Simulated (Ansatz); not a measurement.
# What a change of settings does to a run on Sr

The cell is COD entry 1540836, as deposited and not checked against the literature; nothing was relaxed.

First run: DFT, PBE, all-electron LAPW, scalar-relativistic (Ansatz 0.2.0).

Command: `ansatz run input.yaml --threads 1 --pin off --max-ram 2048MiB --backend cpu --events-out ev --progress --plain --runs-dir out` The run took about 9.5 s on 1 thread of a shared machine.

```yaml
crystal:
  lattice:
    - [4.3100002207, 0.0, 0.0]
    - [-2.1550001104, 3.7325696814, 0.0]
    - [0.0, 0.0, 7.05]
  atoms:
    - { symbol: Sr, position: [0.3333333333, 0.6666666667, 0.25] }
    - { symbol: Sr, position: [0.6666666667, 0.3333333333, 0.75] }
kpoints:
  mp_grid: { grid: [10, 10, 5] }
  band_path:
    path:
      - [0.0, 0.0, 0.0]
      - [0.5, 0.0, 0.0]
      - [0.3333333333, 0.3333333333, 0.0]
      - [0.0, 0.0, 0.0]
      - [0.0, 0.0, 0.5]
      - [0.5, 0.0, 0.5]
      - [0.3333333333, 0.3333333333, 0.5]
      - [0.0, 0.0, 0.5]
      - [0.5, 0.0, 0.5]
    npoints: 14
scf:
  occupations: { method: fermi_dirac, width: 0.08 }
hamiltonian:
  xc: pbe
  pseudopotentials: { kind: all_electron, lapw: { basis_error: 0.001 } }
output:
  forces: true
  stress: true
  eigenvalues: true
  populations: true
  dos: { projected: true, de: 0.2, e_range: [-14, 8] }
```

Result: converged; pressure -0.28 GPa; no gap on the k mesh; 7 SCF iterations.

The input is then changed:

```diff
@@ -23,4 +23,5 @@
 scf:
   occupations: { method: fermi_dirac, width: 0.08 }
+  algorithm: direct_min
 hamiltonian:
   xc: pbe
@@ -31,4 +32,3 @@
   eigenvalues: true
   populations: true
-  dos: { projected: true, de: 0.2, e_range: [-14, 8] }
```

Q: Predict the outcome of the changed run.

A: It converged; energy at zero smearing 0.0 meV/atom from the first run; pressure -0.28 GPa; no gap on the k mesh; 5 SCF iterations.
